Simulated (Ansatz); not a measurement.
ZnTe (zinc blende)

```
CELL_PARAMETERS angstrom
      0.00000     3.08955     3.08955
      3.08955     0.00000     3.08955
      3.08955     3.08955     0.00000
ATOMIC_POSITIONS crystal
  Te 0.75000 0.75000 0.75000
  Zn 0.00000 0.00000 0.00000
```

The slice is a {110} plane (indices of the conventional cell) through the point (0.750, 0.750, 0.750) (fractional), spanned by u = [100] and v = [1 -1 -1] in vectors of this cell: u (4.37 Å) and v (6.18 Å, at 90° to u). It covers one period; positions are fractions (u, v).

Calculation: PBE (plane waves to 420 eV, PAW, scalar-relativistic; Ansatz, an electronic-structure program). k mesh 9×9×9. Inside the PAW spheres the values are not all-electron values, and peaks at nuclei hang on which shells count as valence. Spin-orbit coupling is left out, though Te is heavy. ZnTe was relaxed with its symmetry unable to fall.

Q: What is the valence density on the shortest Te–Zn line in this plane (2.68 Å), at its minimum between the atoms?

A: 0.35 e/Å³.

Q: The ELF has a maximum in the middle third of the Te–Zn line. Where, and how high?

A: 0.70, 1.2 Å from Te.

Q: What is the ELF at the density minimum of the shortest Te–Zn line in this plane (2.68 Å)?

A: 0.4.

Q: Sketch the electron localisation function (ELF) on this plane as a map.

A: 
```
|xx:*%@#=::=#@%*:x|
|.:+#@@=::::=@@#+:|
|+*#@@*-::::-*@@#*|
|##@@#-:.  .:-#@@#|
|@@@%=:.xxxx.:=%@@|
|###+-:.xxxx.:-+##|
|==--::.xxxx.::--=|
|...::::.  .::::..|
|   .::::::::::.  |
|    .::::::::.   |
|    ..::::::..   |
|     ..::::..    |
|       ....      |
|                 |
|                 |
|..              .|
|==-.          .-=|
|##*=:.      .:=*#|
|@@%#+-.    .-+#%@|
|##%%%+:    :+%%%#|
|+*##%#=.  .=#%##*|
|.:+#%%*:  :*%%#+:|
|xx:*#@#-..-#@#*:x|
|xx.+#@#=::=#@#+.x|
```
Scale: ten equal steps from 0.01 (start of ' ') to 0.70 (end of '@'), in the order ' .:-=+*#%@'. Values: electron localisation function (ELF). The map has 17 points along u (one character each, u = 0 at the left) and 24 along v (v = 0 in the bottom row). Points within 0.5 Å of a nucleus are blanked (x), as the pseudised field means little there.
